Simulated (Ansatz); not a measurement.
## ¹⁷O NMR of the central transition in LiNbO3

Cell: a COD entry, its atoms then relaxed with PBE in this cell.

Space group R3c:H (No. 161); a = 5.1502, c = 13.8653 Å, γ = 120.00°.

```
site  Wyckoff  site symmetry       x       y       z
  Li       6a             3.  0.0000  0.0000  0.7223
  Nb       6a             3.  0.0000  0.0000  0.0044
   O      18b              1  0.6771  0.7106  0.6080
```

One atom of each set is listed; the run and its k-mesh use a cell of 10 atoms with edges of 5.50, 5.50, 5.50 Å.

Method: Kohn–Sham DFT in Ansatz, PBE, plane waves and PAW, with spin–orbit coupling, 420 eV cutoff, Γ-centred 7×7×7 k-points, Fermi–Dirac smearing 0.02 eV.

¹⁷O has I = 5/2 and Q = -25.58 mb (Pyykkö 2018); at 14.1 T its Larmor frequency is ν₀ = 81.4 MHz. Only the quadrupole interaction is simulated: positions count from each site's isotropic chemical shift, and J coupling is left out, as are shift anisotropy and dipolar coupling, which fast spinning averages.

Simulated pattern of one O site (fast magic-angle spinning, Gaussian broadening 0.01 kHz):

```
offset (kHz)  height
     -0.3455       0
     -0.3337       1
     -0.3219      11
     -0.3101      15
     -0.2984      16
     -0.2866      16
     -0.2748      17
     -0.2630      18
     -0.2512      19
     -0.2394      20
     -0.2276      21
     -0.2158      23
     -0.2040      25
     -0.1922      32
     -0.1804      61
     -0.1686      86
     -0.1568     100
     -0.1450      68
     -0.1332      53
     -0.1214      46
     -0.1096      40
     -0.0978      37
     -0.0860      34
     -0.0742      31
     -0.0624      29
     -0.0506      28
     -0.0389      26
     -0.0271      25
     -0.0153      24
     -0.0035      17
      0.0083       1
      0.0201       0
```

(1) Which |C_Q| and η does the pattern imply?

## Answers

(1) The pattern spans 0.327 kHz before broadening and its centre of gravity is at -0.149 kHz, which fixes P_Q; the places of the horns and steps fix η. That gives P_Q = 1.42 MHz, |C_Q| = 1.23 MHz and η = 0.99. The sign of C_Q can't be read from the pattern.

The run took 41 s of wall time (2.5 min of CPU time) and 1.5 GiB at its peak, on 4 threads of Intel Xeon Platinum 8259CL CPU @ 2.50GHz (Skylake/Cascade Lake) (x86_64; 16 cores open to the job, memory cap 8.0 GiB, no GPU), a shared host with a load of 0.6 a core.
